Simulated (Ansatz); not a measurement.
**HfC (NiAs type): response to moved atoms and strain**

Aim: move atoms of HfC (NiAs type) or strain its cell, and read the forces, the stress and the rise in energy. The cell was built by placing the elements on the sites of a structure type; the runs don't test whether it is the stable form.

Computed with Ansatz 0.2.0 (DFT PBE, scalar-relativistic, plane waves, PAW, unless a step's input says otherwise).

1 further run of the same task is left out (set aside as unsound or not needed). Runs told in other sessions of the task aren't counted.

**1. The starting structure**

It takes space group P6_3/mmc (No. 194, hexagonal). Conventional cell: a = 3.266 Å, b = 3.266 Å, c = 5.766 Å, α = 90.00°, β = 90.00°, γ = 120.00°. Hf (site symmetry -3m) has 6 C at 2.37 Å in its first shell of neighbours. Around C (site symmetry -6m2) lie 6 Hf at 2.37 Å.

As a file:

```cif
data_structure
_symmetry_space_group_name_H-M 'P6_3/mmc'
_symmetry_Int_Tables_number 194
_cell_length_a 3.2658
_cell_length_b 3.2658
_cell_length_c 5.7663
_cell_angle_alpha 90.000
_cell_angle_beta 90.000
_cell_angle_gamma 120.000
_cell_volume 53.26
loop_
_atom_site_label
_atom_site_type_symbol
_atom_site_symmetry_multiplicity
_atom_site_Wyckoff_symbol
_atom_site_fract_x
_atom_site_fract_y
_atom_site_fract_z
_atom_site_occupancy
Hf1 Hf 2 a 0.00000 0.00000 0.00000 1
C1 C 2 c 0.33333 0.66667 0.25000 1
```

An earlier run at PBE left this cell at 13.315 Å³/atom and 0.02 GPa (12×12×6 mesh).

The changes: atom 1 (Hf) moved 0.2 Å along z; atom 4 (C) moved 0.12 Å along z; strain e3 = +0.02, atoms carried along; strain e3 = +0.01, atoms carried along; all atoms moved at random (σ = 0.06 Å), cell strained at random (1 %); all atoms moved at random (σ = 0.03 Å), cell strained at random (1 %).

**2. Atom 1 (Hf) moved 0.2 Å along z**

File input.yaml:

```yaml
crystal:
  lattice:
    - [3.2657921833, 0.0, 0.0]
    - [-1.6328960916, 2.8282589942, 0.0]
    - [0.0, 0.0, 5.7663094959]
  atoms:
    - { symbol: Hf, position: [0.0, 0.0, 0.0346842292] }
    - { symbol: Hf, position: [0.0, 0.0, 0.5] }
    - { symbol: C, position: [0.3333333333, 0.6666666667, 0.25] }
    - { symbol: C, position: [0.6666666667, 0.3333333333, 0.75] }
basis:
  ecutwfc: 420
  ecutrho_ratio: 4
kpoints:
  mp_grid: { grid: [12, 12, 6] }
hamiltonian:
  xc: pbe
scf:
  occupations: { method: gaussian, width: 0.05 }
output:
  forces: true
  stress: true
  eigenvalues: true
  write_density: true
  write_potential: true
  elf: true
  volumetric_format: npy
```

Launch:

```
$ ansatz run input.yaml --threads 2 --pin off --max-ram 2662MiB --backend cpu --events-out ev --progress --plain --runs-dir out
```

Standard output (excerpt; [...] marks lines left out):

```text
Warning: RAYON_NUM_THREADS=2 ignored (pool sized by the plan → 2); use --threads N
[...]
Pseudopotentials: kind: paw
Pseudopotential: Hf, paw, valence charge 26, recommended cutoff 420 eV (normal), Hf.paw.azcp
Pseudopotential: C, paw, valence charge 4, recommended cutoff 420 eV (normal), C.paw.azcp
Functional definition: PBE
[...]
Crystal: 4 atoms, lattice volume = 53.261 Å³
Basis set: ecut = 420 eV, 1051 PW (Γ), exchange–correlation on 48×48×80 points (8 copies of the dense FFT grid, shifted against one another)
Bands: 36, of which v1, the nominal top of the filled ones, is band 30 counted from 1 (29 counted from 0)
Symmetry: 6 space group operations
Space group: P3m1 (ITA 156), of the structure as read, at distance tolerance 3.8e-5 Å
k-points: 100 of 864 (time reversal used)
[...]
SCF iter   1: F=—  HF=-31945.700528 eV  |F-HF|=—  |Δ(HF+E_count)|=         —  Δρ=5.99e-3  dr2=3.96e-2  ethr=1.77e-3  ⟨swp⟩=4.8  Hψ=11409  notcnv=0  defer=6
[...]
SCF iter  10: F=-31945.693888 eV  HF=-31945.693888 eV  |F-HF|=3.27e-9  |Δ(HF+E_count)|=   4.05e-8  Δρ=3.53e-6  dr2=8.61e-9  ethr=7.15e-11  ⟨swp⟩=9.3  Hψ=27513  notcnv=0
[...]
SCF converged after 10 iterations
Free energy (F): -31945.693888 eV
[...]
E sigma→0 (E₀):  -31945.693290 eV
Entropy (-TS):   -0.001196 eV (-0.299 meV/atom)
Fermi energy:    18.787105 eV
[...]
--- Forces (eV/Å), atoms counted from 1 ---
  atom   1  Hf     0.00000000    -0.00000000    -4.65422510
  atom   2  Hf    -0.00000000     0.00000000     3.23290681
  atom   3  C     -0.00000000    -0.00000000     0.91760499
  atom   4  C      0.00000000     0.00000000     0.50371666
[...]
--- Stress (GPa, compression-positive) ---
        1.530757       0.000000       0.000000
        0.000000       1.530757       0.000000
        0.000000       0.000000       4.687124
  P = ⅓ Tr σ = 2.5829 GPa (25.829 kbar)
--- Band table (eV; the first three rows and the last of 100) ---
[...]
```

Wall time 12 s (2 threads of Arm Neoverse V2, shared host); peak memory 0.41 GiB.

Read off: volume 13.315 Å³/atom, pressure 2.58 GPa, metallic.

Forces on the atoms, as numbers:

| atom | x (eV/Å) | y (eV/Å) | z (eV/Å) |
| --- | --- | --- | --- |
| Hf1 | 0.000 | 0.000 | -4.654 |
| Hf2 | 0.000 | 0.000 | 3.233 |
| C3 | 0.000 | 0.000 | 0.918 |
| C4 | 0.000 | 0.000 | 0.504 |

Density in a lattice plane of the grid's cell (edges 3.27 and 5.77 Å, at 0.000 of the third edge), which holds Hf.

Values in e/Å³, 12 rows by 6 columns:
```
 5.47  1.72  0.24  0.19  0.24  1.72
 0.37  0.27  0.26  0.30  0.26  0.27
 0.22  0.23  0.31  0.39  0.31  0.23
 1.03  0.47  0.29  0.32  0.29  0.47
13.21  3.88  0.33  0.21  0.33  3.88
34.02  9.79  0.47  0.17  0.47  9.79
13.24  3.90  0.33  0.21  0.33  3.90
 1.08  0.51  0.31  0.33  0.31  0.51
 0.37  0.32  0.36  0.43  0.36  0.32
 3.41  1.16  0.34  0.35  0.34  1.16
25.05  7.21  0.43  0.22  0.43  7.21
29.83  8.62  0.43  0.17  0.43  8.62
```
Columns run along the first of these edges and rows up along the second, over one cell in 6 and 12 even steps from the bottom left corner. Atoms in the plane (fractional): Hf at (0.00, 0.03), Hf at (0.00, 0.50).

ELF in the same plane.

Ten even steps from '0' (0.11) to '9' (0.84):
```
99851012101589
66310134310136
11002466642001
11135777765311
11246788876421
00014677764100
44201366631024
98730134310378
99962012102699
99973001003799
99962001002699
98630034300368
43201366631023
00124678764210
00125788875210
22113678763112
87520256520257
99951024201599
99972011102799
99972001002799
```
Columns run along the first of these edges and rows up along the second, over one cell in 14 and 20 even steps from the bottom left corner. Atoms in the plane (fractional): Hf at (0.00, 0.03), Hf at (0.00, 0.50).

Both are smooth fields of the valence electrons: close to the nuclei they are not physical.

Outside the cores ELF peaks at 0.82 in the shell around C, 0.7 Å from C; 0.82 beside C, off the lines to its neighbours, 0.9 Å from C.

ELF in the plane through atom 1 (Hf) and two of its nearest C neighbours, 7.2 Å on a side, that atom in the middle and its first bond to the right.

Values, 10 rows by 13 columns:
```
0.23 0.59 0.58 0.50 0.23 0.25 0.34 0.14 0.62 0.60 0.22 0.61 0.47
0.18 0.50 0.79 0.54 0.30 0.78 0.70 0.72 0.17 0.12 0.51 0.62 0.30
0.24 0.71 0.82 0.76 0.31 0.74 0.31 0.77 0.35 0.11 0.20 0.17 0.61
0.21 0.12 0.23 0.14 0.23 0.39 0.37 0.30 0.23 0.40 0.48 0.16 0.53
0.35 0.76 0.79 0.76 0.16 0.68 0.84 0.63 0.35 0.76 0.56 0.75 0.21
0.51 0.76 0.34 0.79 0.21 0.66 0.84 0.66 0.33 0.76 0.59 0.77 0.27
0.37 0.37 0.68 0.47 0.20 0.19 0.22 0.19 0.20 0.22 0.25 0.18 0.26
0.78 0.11 0.14 0.12 0.46 0.76 0.74 0.78 0.18 0.78 0.83 0.67 0.42
0.17 0.26 0.21 0.09 0.45 0.78 0.51 0.77 0.18 0.58 0.81 0.49 0.39
0.41 0.32 0.30 0.74 0.51 0.24 0.55 0.32 0.22 0.35 0.36 0.30 0.17
```
Atoms in the plane (Å from the middle): Hf (-2.4, 2.3), C (-0.1, 2.3), Hf (0.0, 0.0), C (2.3, 0.0), Hf (2.4, -2.3).

**3. Atom 4 (C) moved 0.12 Å along z**

File input.yaml:

```yaml
crystal:
  lattice:
    - [3.2657921833, 0.0, 0.0]
    - [-1.6328960916, 2.8282589942, 0.0]
    - [0.0, 0.0, 5.7663094959]
  atoms:
    - { symbol: Hf, position: [0.0, 0.0, 0.0] }
    - { symbol: Hf, position: [0.0, 0.0, 0.5] }
    - { symbol: C, position: [0.3333333333, 0.6666666667, 0.25] }
    - { symbol: C, position: [0.6666666667, 0.3333333333, 0.7708105375] }
basis:
  ecutwfc: 420
  ecutrho_ratio: 4
kpoints:
  mp_grid: { grid: [12, 12, 6] }
hamiltonian:
  xc: pbe
scf:
  occupations: { method: gaussian, width: 0.05 }
output:
  forces: true
  stress: true
  eigenvalues: true
```

Launch:

```
$ ansatz run input.yaml --threads 2 --pin off --max-ram 2662MiB --backend cpu --events-out ev --progress --plain --runs-dir out
```

Standard output (excerpt; [...] marks lines left out):

```text
Warning: RAYON_NUM_THREADS=2 ignored (pool sized by the plan → 2); use --threads N
[...]
[... 4 set-up lines as earlier in the session ...]
[...]
Crystal: 4 atoms, lattice volume = 53.261 Å³
Basis set: ecut = 420 eV, 1051 PW (Γ), exchange–correlation on 48×48×80 points (8 copies of the dense FFT grid, shifted against one another)
Bands: 36, of which v1, the nominal top of the filled ones, is band 30 counted from 1 (29 counted from 0)
[... 2 set-up lines as earlier in the session ...]
k-points: 100 of 864 (time reversal used)
[...]
SCF iter   1: F=—  HF=-31946.068162 eV  |F-HF|=—  |Δ(HF+E_count)|=         —  Δρ=4.07e-3  dr2=1.36e-2  ethr=1.77e-3  ⟨swp⟩=4.5  Hψ=11277  notcnv=0  defer=4
[...]
SCF iter   9: F=-31946.064897 eV  HF=-31946.064897 eV  |F-HF|=1.02e-8  |Δ(HF+E_count)|=   9.31e-8  Δρ=5.13e-6  dr2=1.90e-8  ethr=1.65e-10  ⟨swp⟩=5.3  Hψ=14159  notcnv=0
[...]
SCF converged after 9 iterations
Free energy (F): -31946.064897 eV
[...]
E sigma→0 (E₀):  -31946.064362 eV
Entropy (-TS):   -0.001071 eV (-0.268 meV/atom)
Fermi energy:    18.725501 eV
[...]
--- Forces (eV/Å), atoms counted from 1 ---
  atom   1  Hf    -0.00000000     0.00000000     0.49321706
  atom   2  Hf    -0.00000000    -0.00000000     0.34493982
  atom   3  C     -0.00000000    -0.00000000     0.64604154
  atom   4  C      0.00000000     0.00000000    -1.48418124
[...]
--- Stress (GPa, compression-positive) ---
        0.712593       0.000000       0.000000
        0.000000       0.712593       0.000000
        0.000000       0.000000       0.618799
  P = ⅓ Tr σ = 0.6813 GPa (6.813 kbar)
--- Band table (eV; the first three rows and the last of 100) ---
[...]
```

It took 7.9 s on 2 threads of Arm Neoverse V2, shared host; peak memory 0.4 GiB.

In short: volume 13.315 Å³/atom, pressure 0.68 GPa, a metal on this mesh.

Forces on the atoms, as numbers:

```
atom  x (eV/Å)  y (eV/Å)  z (eV/Å)
 Hf1     0.000     0.000     0.493
 Hf2     0.000     0.000     0.345
  C3     0.000     0.000     0.646
  C4     0.000     0.000    -1.484
```

**4. Strain e3 = +0.02, atoms carried along**

input.yaml, as its differences from that of step 3:

```diff
@@ -4,3 +4,3 @@
     - [-1.6328960916, 2.8282589942, 0.0]
-    - [0.0, 0.0, 5.7663094959]
+    - [0.0, 0.0, 5.8816356858]
   atoms:
@@ -9,3 +9,3 @@
     - { symbol: C, position: [0.3333333333, 0.6666666667, 0.25] }
-    - { symbol: C, position: [0.6666666667, 0.3333333333, 0.7708105375] }
+    - { symbol: C, position: [0.6666666667, 0.3333333333, 0.75] }
 basis:
```

Launch:

```
$ ansatz run input.yaml --threads 2 --pin off --max-ram 2662MiB --backend cpu --events-out ev --progress --plain --runs-dir out
```

Standard output (excerpt; [...] marks lines left out):

```text
Warning: RAYON_NUM_THREADS=2 ignored (pool sized by the plan → 2); use --threads N
[...]
[... 4 set-up lines as earlier in the session ...]
[...]
Crystal: 4 atoms, lattice volume = 54.326 Å³
Basis set: ecut = 420 eV, 1087 PW (Γ), exchange–correlation on 48×48×80 points (8 copies of the dense FFT grid, shifted against one another)
Bands: 36, of which v1, the nominal top of the filled ones, is band 30 counted from 1 (29 counted from 0)
Symmetry: 24 space group operations
Space group: P63/mmc (ITA 194), of the structure as read, at distance tolerance 3.8e-5 Å
k-points: 76 of 864
[...]
SCF iter   1: F=—  HF=-31946.117032 eV  |F-HF|=—  |Δ(HF+E_count)|=         —  Δρ=3.73e-3  dr2=8.09e-3  ethr=1.77e-3  ⟨swp⟩=4.5  Hψ=8569  notcnv=0  defer=2
[...]
SCF iter   8: F=-31946.114921 eV  HF=-31946.114921 eV  |F-HF|=2.16e-8  |Δ(HF+E_count)|=   3.52e-8  Δρ=8.09e-6  dr2=4.52e-8  ethr=1.67e-10  ⟨swp⟩=9.2  Hψ=12754  notcnv=0
[...]
SCF converged after 8 iterations
Free energy (F): -31946.114921 eV
[...]
E sigma→0 (E₀):  -31946.114340 eV
Entropy (-TS):   -0.001160 eV (-0.290 meV/atom)
Fermi energy:    18.405070 eV
[...]
--- Forces (eV/Å), atoms counted from 1 ---
  atom   1  Hf    -0.00000000     0.00000000    -0.00000000
  atom   2  Hf    -0.00000000     0.00000000     0.00000000
  atom   3  C     -0.00000000     0.00000000     0.00000000
  atom   4  C     -0.00000000    -0.00000000    -0.00000000
[...]
--- Stress (GPa, compression-positive) ---
       -1.077414      -0.000000      -0.000000
       -0.000000      -1.077414       0.000000
       -0.000000       0.000000     -11.561742
  P = ⅓ Tr σ = -4.5722 GPa (-45.722 kbar)
--- Band table (eV; the first three rows and the last of 76) ---
[...]
```

Run time: 3.1 s. Hardware: 2 threads of Arm Neoverse V2, shared host; peak memory 0.4 GiB.

In short: volume 13.581 Å³/atom, pressure -4.57 GPa, metallic.

**5. Strain e3 = +0.01, atoms carried along**

input.yaml, as its differences from that of step 4:

```diff
@@ -4,3 +4,3 @@
     - [-1.6328960916, 2.8282589942, 0.0]
-    - [0.0, 0.0, 5.8816356858]
+    - [0.0, 0.0, 5.8239725909]
   atoms:
```

Launch:

```
$ ansatz run input.yaml --threads 2 --pin off --max-ram 2662MiB --backend cpu --events-out ev --progress --plain --runs-dir out
```

Standard output (excerpt; [...] marks lines left out):

```text
Warning: RAYON_NUM_THREADS=2 ignored (pool sized by the plan → 2); use --threads N
[...]
[... 4 set-up lines as earlier in the session ...]
[...]
Crystal: 4 atoms, lattice volume = 53.793 Å³
Basis set: ecut = 420 eV, 1087 PW (Γ), exchange–correlation on 48×48×80 points (8 copies of the dense FFT grid, shifted against one another)
Bands: 36, of which v1, the nominal top of the filled ones, is band 30 counted from 1 (29 counted from 0)
[... 2 set-up lines as earlier in the session ...]
k-points: 76 of 864
[...]
SCF iter   1: F=—  HF=-31946.146517 eV  |F-HF|=—  |Δ(HF+E_count)|=         —  Δρ=3.77e-3  dr2=8.43e-3  ethr=1.77e-3  ⟨swp⟩=4.4  Hψ=8554  notcnv=0  defer=2
[...]
SCF iter   8: F=-31946.144196 eV  HF=-31946.144196 eV  |F-HF|=2.21e-8  |Δ(HF+E_count)|=   4.29e-8  Δρ=8.03e-6  dr2=4.48e-8  ethr=1.67e-10  ⟨swp⟩=9.1  Hψ=12625  notcnv=0
[...]
SCF converged after 8 iterations
Free energy (F): -31946.144196 eV
[...]
E sigma→0 (E₀):  -31946.143658 eV
Entropy (-TS):   -0.001076 eV (-0.269 meV/atom)
Fermi energy:    18.576699 eV
[...]
--- Forces (eV/Å), atoms counted from 1 ---
  atom   1  Hf     0.00000000    -0.00000000    -0.00000000
  atom   2  Hf    -0.00000000     0.00000000     0.00000000
  atom   3  C     -0.00000000     0.00000000     0.00000000
  atom   4  C      0.00000000    -0.00000000    -0.00000000
[...]
--- Stress (GPa, compression-positive) ---
       -0.530387      -0.000000      -0.000000
       -0.000000      -0.530387      -0.000000
       -0.000000      -0.000000      -5.965244
  P = ⅓ Tr σ = -2.3420 GPa (-23.420 kbar)
--- Band table (eV; the first three rows and the last of 76) ---
[...]
```

Run time: 3.1 s. Hardware: 2 threads of Arm Neoverse V2, shared host; peak memory 0.4 GiB.

This gives: volume 13.448 Å³/atom, pressure -2.34 GPa, no gap.

**6. All atoms moved at random (σ = 0.06 Å), cell strained at random (1 %)**

File input.yaml:

```yaml
crystal:
  lattice:
    - [3.2562637341, -0.0004366173, -0.0090519163]
    - [-1.6285099886, 2.8557286903, -0.0078814648]
    - [-0.0159826921, -0.0252964954, 5.8222733531]
  atoms:
    - { symbol: Hf, position: [-0.0127785896, -0.0244934585, -0.0011512084] }
    - { symbol: Hf, position: [0.012002047, 0.0223414114, 0.4853009233] }
    - { symbol: C, position: [0.3184305196, 0.6504874169, 0.2609647082] }
    - { symbol: C, position: [0.682346023, 0.3516646302, 0.7548855769] }
basis:
  ecutwfc: 420
  ecutrho_ratio: 4
kpoints:
  mp_grid: { grid: [12, 12, 6] }
hamiltonian:
  xc: pbe
scf:
  occupations: { method: gaussian, width: 0.05 }
output:
  forces: true
  stress: true
  eigenvalues: true
```

Launch:

```
$ ansatz run input.yaml --threads 2 --pin off --max-ram 2662MiB --backend cpu --events-out ev --progress --plain --runs-dir out
```

Standard output (excerpt; [...] marks lines left out):

```text
Warning: RAYON_NUM_THREADS=2 ignored (pool sized by the plan → 2); use --threads N
[...]
[... 4 set-up lines as earlier in the session ...]
[...]
Crystal: 4 atoms, lattice volume = 54.136 Å³
Basis set: ecut = 420 eV, 1089 PW (Γ), exchange–correlation on 48×48×80 points (8 copies of the dense FFT grid, shifted against one another)
Bands: 36, of which v1, the nominal top of the filled ones, is band 30 counted from 1 (29 counted from 0)
Symmetry: 1 space group operations
Space group: P1 (ITA 1), of the structure as read, at distance tolerance 3.8e-5 Å
k-points: 436 of 864 (time reversal used)
[...]
SCF iter   1: F=—  HF=-31945.988151 eV  |F-HF|=—  |Δ(HF+E_count)|=         —  Δρ=4.22e-3  dr2=1.47e-2  ethr=1.77e-3  ⟨swp⟩=4.3  Hψ=48901  notcnv=0  defer=24
[...]
SCF iter   8: F=-31945.985192 eV  HF=-31945.985192 eV  |F-HF|=5.34e-8  |Δ(HF+E_count)|=   1.05e-7  Δρ=9.20e-6  dr2=8.66e-8  ethr=1.67e-10  ⟨swp⟩=7.9  Hψ=80326  notcnv=0
[...]
SCF converged after 8 iterations
Free energy (F): -31945.985192 eV
[...]
E sigma→0 (E₀):  -31945.984497 eV
Entropy (-TS):   -0.001389 eV (-0.347 meV/atom)
Fermi energy:    18.400953 eV
[...]
--- Forces (eV/Å), atoms counted from 1 ---
  atom   1  Hf    -0.02788297     0.06698352    -0.78182454
  atom   2  Hf    -0.02357961    -0.23072435     2.10400816
  atom   3  C      0.14501757     0.58847880    -1.01142879
  atom   4  C     -0.09355691    -0.42474400    -0.31076350
[...]
--- Stress (GPa, compression-positive) ---
       -0.653884       0.010989       0.267844
        0.010989      -1.430341       0.670006
        0.267844       0.670006      -4.215219
  P = ⅓ Tr σ = -2.0998 GPa (-20.998 kbar)
--- Band table (eV; the first three rows and the last of 436) ---
[...]
```

It took 30 s on 2 threads of Arm Neoverse V2, shared host; peak memory 0.81 GiB.

Read off: volume 13.534 Å³/atom, pressure -2.10 GPa, metallic.

Forces on the atoms, as numbers:

| atom | x (eV/Å) | y (eV/Å) | z (eV/Å) |
| --- | --- | --- | --- |
| Hf1 | -0.028 | 0.067 | -0.782 |
| Hf2 | -0.024 | -0.231 | 2.104 |
| C3 | 0.145 | 0.588 | -1.011 |
| C4 | -0.094 | -0.425 | -0.311 |

**7. All atoms moved at random (σ = 0.03 Å), cell strained at random (1 %)**

File input.yaml:

```yaml
crystal:
  lattice:
    - [3.2657076716, -0.0030682367, 0.0176609315]
    - [-1.6355110066, 2.7728966345, 0.0170447035]
    - [0.0311833672, 0.0527547987, 5.840741972]
  atoms:
    - { symbol: Hf, position: [0.0011826455, 0.0151152498, -0.0017188658] }
    - { symbol: Hf, position: [-0.0070944534, -0.0070574629, 0.4970536834] }
    - { symbol: C, position: [0.3372266992, 0.6624916041, 0.2479982718] }
    - { symbol: C, position: [0.6686851087, 0.329450609, 0.7566669106] }
basis:
  ecutwfc: 420
  ecutrho_ratio: 4
kpoints:
  mp_grid: { grid: [12, 12, 6] }
hamiltonian:
  xc: pbe
scf:
  occupations: { method: gaussian, width: 0.05 }
output:
  forces: true
  stress: true
  eigenvalues: true
```

Launch:

```
$ ansatz run input.yaml --threads 2 --pin off --max-ram 2662MiB --backend cpu --events-out ev --progress --plain --runs-dir out
```

Standard output (excerpt; [...] marks lines left out):

```text
Warning: RAYON_NUM_THREADS=2 ignored (pool sized by the plan → 2); use --threads N
[...]
[... 4 set-up lines as earlier in the session ...]
[...]
Crystal: 4 atoms, lattice volume = 52.855 Å³
Basis set: ecut = 420 eV, 1063 PW (Γ), exchange–correlation on 48×48×80 points (8 copies of the dense FFT grid, shifted against one another)
Bands: 36, of which v1, the nominal top of the filled ones, is band 30 counted from 1 (29 counted from 0)
[... 2 set-up lines as earlier in the session ...]
k-points: 436 of 864 (time reversal used)
[...]
SCF iter   1: F=—  HF=-31946.095840 eV  |F-HF|=—  |Δ(HF+E_count)|=         —  Δρ=4.13e-3  dr2=9.83e-3  ethr=1.77e-3  ⟨swp⟩=4.5  Hψ=49181  notcnv=0  defer=19
[...]
SCF iter   9: F=-31946.093227 eV  HF=-31946.093227 eV  |F-HF|=1.27e-8  |Δ(HF+E_count)|=   3.96e-8  Δρ=5.15e-6  dr2=1.73e-8  ethr=1.01e-10  ⟨swp⟩=5.4  Hψ=61850  notcnv=0
[...]
SCF converged after 9 iterations
Free energy (F): -31946.093227 eV
[...]
E sigma→0 (E₀):  -31946.092662 eV
Entropy (-TS):   -0.001131 eV (-0.283 meV/atom)
Fermi energy:    18.988783 eV
[...]
--- Forces (eV/Å), atoms counted from 1 ---
  atom   1  Hf     0.00862219    -0.00169690     0.05304532
  atom   2  Hf    -0.04479308     0.01746438     0.30667454
  atom   3  C     -0.01524358    -0.01554003     0.27385439
  atom   4  C      0.05141575    -0.00022911    -0.63356395
[...]
--- Stress (GPa, compression-positive) ---
        2.647202       0.355428      -0.687382
        0.355428       7.217051      -1.667226
       -0.687382      -1.667226      -5.964741
  P = ⅓ Tr σ = 1.2998 GPa (12.998 kbar)
--- Band table (eV; the first three rows and the last of 436) ---
[...]
```

Wall time 33 s (2 threads of Arm Neoverse V2, shared host); peak memory 0.8 GiB.

Read off: volume 13.214 Å³/atom, pressure 1.30 GPa, metallic.

Forces on the atoms, as numbers:

| atom | x (eV/Å) | y (eV/Å) | z (eV/Å) |
| --- | --- | --- | --- |
| Hf1 | 0.009 | -0.002 | 0.053 |
| Hf2 | -0.045 | 0.017 | 0.307 |
| C3 | -0.015 | -0.016 | 0.274 |
| C4 | 0.051 | 0.000 | -0.634 |

**8. The distortions side by side**

| change | change of free energy (meV/atom) | largest force (eV/Å) | largest change of stress (GPa) |
| --- | --- | --- | --- |
| atom 1 (Hf) moved 0.2 Å along z | 115.07 | 4.654 | 4.67 |
| atom 4 (C) moved 0.12 Å along z | 22.31 | 1.484 | 0.69 |
| strain e3 = +0.02, atoms carried along | 9.81 | 0.000 | 11.58 |
| strain e3 = +0.01, atoms carried along | 2.49 | 0.000 | 5.99 |
| all atoms moved at random (σ = 0.06 Å), cell strained at random (1 %) | 42.24 | 2.117 | 4.24 |
| all atoms moved at random (σ = 0.03 Å), cell strained at random (1 %) | 15.23 | 0.636 | 7.20 |

Moving atom 1 by 0.20 Å meets a restoring force of 4.654 eV/Å along the move, a force constant of about 23.3 eV/Å². Moving atom 4 by 0.12 Å meets a restoring force of 1.484 eV/Å along the move, a force constant of about 12.4 eV/Å². The strain e3 = +0.02 changes that stress component by -11.58 GPa (compression positive), a ratio of 579 GPa; that is a secant over a finite strain with the atoms carried along, not the elastic constant. The strain e3 = +0.01 changes that stress component by -5.99 GPa (compression positive), a ratio of 599 GPa; that is a secant over a finite strain with the atoms carried along, not the elastic constant. No change lowers the energy by more than 0.5 meV/atom; other distortions weren't tried. Spin–orbit coupling is left out, though the cell holds Hf; in elements this heavy it can shift levels and gaps by tenths of an eV.
